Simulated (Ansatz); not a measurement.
# Hf2Si5: the cost of one run

Program: Ansatz 0.2.0. Level of theory: DFT PBE, scalar-relativistic, plane waves, PAW. These are calculated values, not measurements.

2 further runs of the same task are left out: 2 set aside as unsound or not needed.

## (1) The structure to begin with

The structure is orthorhombic, space group Cmcm (No. 63). The conventional cell has a = 3.683 Å, b = 14.592 Å, c = 3.660 Å, α = 90.00°, β = 90.00°, γ = 90.00°. Hf (site symmetry m2m) is surrounded by 10 Si at 2.70 to 2.97 Å. Around Si (site symmetry m2m) lie 2 Si at 2.42 Å and 6 Hf at 2.70 to 2.97 Å. Si (site symmetry m2m) is surrounded by 4 Si at 2.60 Å and 4 Hf at 2.80 Å.

Structure file:

```cif
data_structure
_symmetry_space_group_name_H-M 'P 1'
_symmetry_Int_Tables_number 1
_cell_length_a 7.5248
_cell_length_b 7.5248
_cell_length_c 3.6598
_cell_angle_alpha 90.000
_cell_angle_beta 90.000
_cell_angle_gamma 151.672
_cell_volume 98.33
loop_
_atom_site_label
_atom_site_type_symbol
_atom_site_fract_x
_atom_site_fract_y
_atom_site_fract_z
_atom_site_occupancy
Hf1 Hf 0.89454 0.10546 0.75000 1
Hf2 Hf 0.10546 0.89454 0.25000 1
Si1 Si 0.55428 0.44572 0.75000 1
Si2 Si 0.44572 0.55428 0.25000 1
Si3 Si 0.25028 0.74972 0.75000 1
Si4 Si 0.74972 0.25028 0.25000 1
```

This cell was relaxed beforehand with the same method: volume 16.39 Å³/atom, gap on the mesh none (metal).

The bulk reference comes from a run made before at the same settings: -5664.8896 eV/atom.

## (2) The (010) slab

Planes are indexed in the bulk's conventional cell (Cmcm (No. 63)), a = 3.683 Å, b = 14.592 Å, c = 3.660 Å, α = 90.00°, β = 90.00°, γ = 90.00°.

Cut from the relaxed bulk: a (010) slab, 14.6 Å thick as cut, with 15 Å of vacuum; its outer planes are Si (top) and Si (bottom).

The slab as cut. Layers, bottom to top:

| plane | atoms per cell | height over the lowest (Å) |
| --- | --- | --- |
| 1 | Si2 | 0.00 |
| 2 | Hf | 2.11 |
| 3 | Si | 2.86 |
| 4 | Si | 4.44 |
| 5 | Hf | 5.19 |
| 6 | Si2 | 7.30 |
| 7 | Hf | 9.41 |
| 8 | Si | 10.15 |
| 9 | Si | 11.74 |
| 10 | Hf | 12.48 |
| 11 | Si2 | 14.59 |

## (3) Single point on the unrelaxed (010) slab

A dipole layer in the vacuum cancels the field that periodic copies would set up if the slab's two faces differ.

input.yaml reads:

```yaml
crystal:
  lattice:
    - [3.6597919922, 0.0, 0.0]
    - [0.0, 3.6825349252, 0.0]
    - [0.0, 0.0, 29.6002249648]
  atoms:
    - { symbol: Si, position: [0.25, 0.5, 0.2533764527] }
    - { symbol: Si, position: [0.75, 0.0, 0.2536543188] }
    - { symbol: Hf, position: [0.75, 0.5, 0.3247677956] }
    - { symbol: Si, position: [0.25, 0.0, 0.3499994561] }
    - { symbol: Si, position: [0.75, 0.0, 0.4035159296] }
    - { symbol: Hf, position: [0.25, 0.5, 0.4287475902] }
    - { symbol: Si, position: [0.25, 0.0, 0.499861067] }
    - { symbol: Si, position: [0.75, 0.5, 0.500138933] }
    - { symbol: Hf, position: [0.75, 0.0, 0.5712524098] }
    - { symbol: Si, position: [0.25, 0.5, 0.5964840704] }
    - { symbol: Si, position: [0.75, 0.5, 0.6500005439] }
    - { symbol: Hf, position: [0.25, 0.0, 0.6752322044] }
    - { symbol: Si, position: [0.25, 0.5, 0.7463456812] }
    - { symbol: Si, position: [0.75, 0.0, 0.7466235473] }
basis:
  ecutwfc: 420
kpoints:
  mp_grid: { grid: [10, 10, 1] }
hamiltonian:
  xc: pbe
scf:
  occupations: { method: gaussian, width: 0.1 }
output:
  forces: true
  stress: true
  eigenvalues: true
  write_density: true
  write_potential: true
  elf: true
  volumetric_format: npy
efield:
  axis: 3
  dipole_correction: true
  ramp_width: 0.04
```

Run with:

```
$ ansatz run input.yaml --threads 1 --pin off --max-ram 2560MiB --backend cpu --events-out ev --progress --plain --runs-dir out
```

**Question.** How long does this run take on 1 thread of Intel Xeon at 2.70GHz, shared host, and how much memory does it need?

About 3.6 min, with a peak of 1.1 GiB.
